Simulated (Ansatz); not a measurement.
LiCl (P6_3mc) from a database structure, relaxed with r2SCAN, was run in the plane-wave code Ansatz under altered settings. All numbers are computed, without spin polarisation but where a row says otherwise.

```
CELL_PARAMETERS angstrom
3.89374 0.00000 0.00000
-1.94687 3.37208 0.00000
0.00000 0.00000 6.22588
ATOMIC_POSITIONS crystal
Li 0.66667 0.33333 0.87808
Li 0.33333 0.66667 0.37808
Cl 0.66667 0.33333 0.49692
Cl 0.33333 0.66667 0.99692
```

The base run's other keys:
```yaml
kpoints:
  mp_grid: { grid: [6, 6, 2] }
hamiltonian:
  xc: hse06
scf:
  occupations: { method: fixed }
  n_extra_bands: 5
```

It takes 12 iterations with 1617 plane waves at 420 eV and 14 k points, and leaves a mean stress of +0.19 GPa. The gap over this mesh is 7.354 eV. It ran on 4 threads of Arm Neoverse N1, with other jobs on the host.

Outcomes, with energy and stress as changes against the base:
```
                                      setting    outcome  ΔF (meV/atom)  Δ mean stress (GPa)  gap on the mesh (eV)  iterations  wall time
        PBE hybrid, exx coeff 0.2, unscreened  converged              –                 +0.1                 7.668          11       21 s
  PBE hybrid, exx coeff 0.3, omega 0.2078 1/Å  converged              –                 -0.1                 7.624          12       21 s
hamiltonian.xc: r2scan50 (cutoff then 500 eV)  converged              –                 -0.7                10.194          13       30 s
                scf.occupations: gaussian 0.2  converged            0.0                  0.0                 7.354          11       21 s
```
A dash marks a value that wasn't obtained or can't be compared. Stress is positive in compression. The base took 21 s. The base's mesh is coarse for a hybrid, so its own values aren't converged.

- PBE hybrid, exx coeff 0.2, unscreened. That is 20 % exact exchange, at all ranges, against HSE06's 25 % screened at 0.208 1/Å. The mean stress moves by +0.1 GPa and the gap on the mesh by +0.314 eV (to 7.668). Totals of different functionals aren't comparable.
- PBE hybrid, exx coeff 0.3, omega 0.2078 1/Å. That is 30 % exact exchange, screened with ω = 0.2078 1/Å, against HSE06's 25 % screened at 0.208 1/Å. The mean stress moves by -0.1 GPa and the gap on the mesh by +0.270 eV (to 7.624). Totals of different functionals aren't comparable.
- hamiltonian.xc: r2scan50. The cutoff follows the functional, from 420 to 500 eV. The mean stress moves by -0.7 GPa and the gap on the mesh by +2.840 eV (to 10.194). It's another functional on the same cell, so totals aren't comparable.

Within 1 meV an atom, 0.1 GPa and 0.005 eV of the base stay: scf.occupations: gaussian 0.2.

The stress of a hybrid is loosely converged in these runs.

The meshes of the hybrids are coarse, so their gaps aren't converged to the digits shown.
